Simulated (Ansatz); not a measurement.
# Infrared modes and screening in RbBr (CsCl type)

Perturbation theory with PBEsol in Ansatz on the PBEsol cell, ground state and force constants on a 6×6×6 mesh. The calculation is spin-unpolarised, and the structure need not be a phase that has been made.

The symmetry is Pm-3m (No. 221, cubic); conventional cell a = 4.072 Å, 33.77 Å³ an atom. Rb is surrounded by 8 Br at 3.53 Å; Br is surrounded by 8 Rb at 3.53 Å.

```
CELL_PARAMETERS angstrom
4.07228 0.00000 0.00000
0.00000 4.07228 0.00000
0.00000 0.00000 4.07228
ATOMIC_POSITIONS crystal
Rb 0.00000 0.00000 0.00000
Br 0.50000 0.50000 0.50000
```

Optical modes without the longitudinal term:
```tsv
ω (cm⁻¹)	degeneracy	IR intensity, summed over the level ((D/Å)²/amu)
75	3	2.56
```

The optical mode at Γ lies at 75 cm⁻¹ without the longitudinal term. With the long-range field the highest mode reaches 121 cm⁻¹.

ε∞: 3.00 in all directions. With the ions relaxed, ε⁰ is 7.8 in all directions. Born charges, averaged over directions: Rb +1.24, Br -1.24 e.

With one polar mode in a cubic crystal the Lyddane-Sachs-Teller relation applies: (ω_LO/ω_TO)² = (120.8/74.8)² = 2.607, and ε⁰/ε∞ = 7.825/3.001 = 2.607. The refractive index √ε∞ is 1.73.

For comparison, on the r2SCAN cell the mean ε∞ is 2.74 with r2SCAN (ground state on 6×6×6; least gap 4.82 eV), 2.89 with PBE (ground state on 6×6×6; least gap 4.08 eV).

The runs are scalar-relativistic, without spin-orbit coupling.
